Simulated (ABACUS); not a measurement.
Sb:

```xyz
1
Lattice="-1.8713 1.8713 1.8713 1.8713 -1.8713 1.8713 1.8713 1.8713 -1.8713" Properties=species:S:1:pos:R:3 pbc="T T T"
Sb    0.0000    0.0000    0.0000
```

This isn't the form of Sb at room conditions, which is rhombohedral.

Below is the output of ABACUS 3.10.1 for this cell. Logs are shortened: lines on timing, memory, paths and dates and some standing lists are left out, and cuts for length are marked.

```text
ABACUS v3.10.1

               Atomic-orbital Based Ab-initio Computation at UStc

 ------------------------------------------------------------------------------------

 READING GENERAL INFORMATION
                           global_out_dir = OUT.Sb/
                           global_in_card = INPUT
                               pseudo_dir = ./
                              orbital_dir = ./
                                    DSIZE = 1
                                    GSIZE = 1

 READING UNITCELL INFORMATION
                                    ntype = 1
                  lattice constant (Bohr) = 1.88973
              lattice constant (Angstrom) = 1

 READING ATOM TYPE 1
                               atom label = Sb
                      L=0, number of zeta = 2
                      L=1, number of zeta = 2
                      L=2, number of zeta = 2
             number of atom for this type = 1

                        TOTAL ATOM NUMBER = 1
DIRECT COORDINATES
    atom                   x                   y                   z     mag                  vx                  vy                  vz
taud_Sb1            0.0000000000        0.0000000000        0.0000000000  0.0000        0.0000000000        0.0000000000        0.0000000000

                          Volume (Bohr^3) = 176.895
                             Volume (A^3) = 26.2131

 Lattice vectors: (Cartesian coordinate: in unit of a_0)
             -1.87134            +1.87134            +1.87134
             +1.87134            -1.87134            +1.87134
             +1.87134            +1.87134            -1.87134
 Reciprocal vectors: (Cartesian coordinate: in unit of 2 pi/a_0)
                   +0           +0.267188           +0.267188
            +0.267188                  +0           +0.267188
            +0.267188           +0.267188                  +0
 The esolver type has been set to : ksdft_lcao

                PAO radial cut off (Bohr) = 7

 Read in pseudopotential file is Sb_ONCV_PBE-1.2.upf
                     pseudopotential type = NC
[... 160 lines left out ...]

Find the coordinate range of the input atom(unit:lat0).
                                  min_tau = [ -28.1, -28.1, -28.1 ]
                                  max_tau = [ 28.1, 28.1, 28.1 ]
                                BoxNumber = [ 11, 11, 11 ]

 SETUP EXTENDED REAL SPACE GRID FOR GRID INTEGRATION
                          real space grid = [ 40, 40, 40 ]
                 big cell numbers in grid = [ 10, 10, 10 ]
             meshcell numbers in big cell = [ 4, 4, 4 ]
                        extended fft grid = [ 16, 16, 16 ]
                dimension of extened grid = [ 43, 43, 43 ]
                            UnitCellTotal = 125
              Atom number in sub-FFT-grid = 1
    Local orbitals number in sub-FFT-grid = 18
                                ParaV.nnr = 48276
                                 init_chg = atomic

 LCAO ALGORITHM --------------- ION=   1  ELEC=   1--------------------------------
 DeltaE_womix = -1912.45 eV

 Density error is 0.0190503861331
----------------------------------------------------------
     Energy           Rydberg                 eV
----------------------------------------------------------
 E_KohnSham     -141.0332515986      -1918.8558292083
 E_Harris       -141.5081475188      -1925.3171196807
 E_Fermi        1.0729444301         14.5981578871
----------------------------------------------------------
[... 298 lines left out ...]
----------------------------------------------------------
 E_KohnSham     -140.8016570324      -1915.7048234825
 E_KS(sigma->0) -140.8012674527      -1915.6995229780
 E_Harris       -140.8016581649      -1915.7048388904
 E_band         -7.6272979416        -103.7747123500
 E_one_elec     -32.1183194085       -436.9921541402
 E_Hartree      22.7729677639        309.8421219589
 E_xc           -14.6334017460       -199.0976448687
 E_Ewald        -115.7739003276      -1575.1847241398
 E_entropy(-TS) -0.0007791595        -0.0106010091
 E_descf        0.0000000000         0.0000000000
 E_exx          -1.0482241546        -14.2618212836
 E_Fermi        1.0522137153         14.3161020418
----------------------------------------------------------

 charge density convergence is achieved
 final etot is -1915.7048235 eV
 EFERMI = 14.316102042 eV

 STATE ENERGY(eV) AND OCCUPATIONS    NSPIN == 1
 1/8 kpoint (Cartesian) = 0.0000 0.0000 0.0000 (3043 pws)
       1       -14.9532      0.0312500
       2       -14.9532      0.0312500
       3       -14.9532      0.0312500
       4       -14.8589      0.0312500
       5       -14.8589      0.0312500
       6       0.927235      0.0312500
       7        20.4115    3.55470e-55
       8        20.4115    3.55470e-55
       9        20.4115    3.55470e-55
      10        26.5984        0.00000
      11        26.5984        0.00000
      12        26.5984        0.00000
[... 57 lines left out ...]
 6/8 kpoint (Cartesian) = 0.0000 0.0000 0.13359 (2971 pws)
       1       -14.9071       0.187500
       2       -14.8951       0.187500
       3       -14.8951       0.187500
       4       -14.8865       0.187500
       5       -14.8821       0.187500
       6        3.66801       0.187500
       7        14.7619    2.51710e-05
       8        15.3491    1.99785e-10
       9        15.3491    1.99785e-10
      10        20.7729    1.54913e-57
      11        28.5741        0.00000
      12        28.5741        0.00000

[... levels at 2 further k points ...]

 --------------------------------------------
 !FINAL_ETOT_IS -1915.704823482516 eV
 --------------------------------------------
```

Problem. What input gives this log?

Solution. Single point with HSE-type (share 0.1, screening 0.11/bohr), no spin polarisation. The files as run (others can give the same):

INPUT
```
INPUT_PARAMETERS
suffix              Sb
calculation         scf
basis_type          lcao
pseudo_dir          ./
orbital_dir         ./
symmetry            1
dft_functional      hse
ecutwfc             100
pseudo_rcut         7
nspin               1
nbands              12
ks_solver           genelpa
smearing_method     fd
smearing_sigma      0.00367493
scf_thr             1e-07
scf_nmax            100
mixing_type         broyden
mixing_beta         0.7
exx_hybrid_alpha    0.1
exx_hse_omega       0.11
exx_separate_loop   1
scf_ene_thr         1e-05
exx_pca_threshold   0.001
out_mul             1
```

STRU
```
ATOMIC_SPECIES
Sb 121.7600 Sb_ONCV_PBE-1.2.upf

NUMERICAL_ORBITAL
Sb_confined-atom_8au_2s2p2d.orb

LATTICE_CONSTANT
1.8897261246

LATTICE_VECTORS
-1.8713408863 1.8713408863 1.8713408863
1.8713408863 -1.8713408863 1.8713408863
1.8713408863 1.8713408863 -1.8713408863

ATOMIC_POSITIONS
Direct

Sb
0.0
1
0.0000000000 0.0000000000 0.0000000000 1 1 1
```

KPT
```
K_POINTS
0
Gamma
4 4 4 0 0 0
```

Potentials or basis: SG15 ONCV 1.2 PBE, DZP LCAO (the cutoffs set its grid).
Run with:
```bash
$ OMP_NUM_THREADS=8 abacus > log
```

Caveat: the k mesh is coarse (spacing up to 0.59 Å⁻¹), so the values aren't converged, least of all with exact exchange; the atomic orbitals were generated for these runs and aren't a published set; gaps of hybrids in this basis differ from plane-wave ones by up to 0.1 eV; the basis of atomic orbitals isn't converged, which shifts pressures, moduli and gaps.
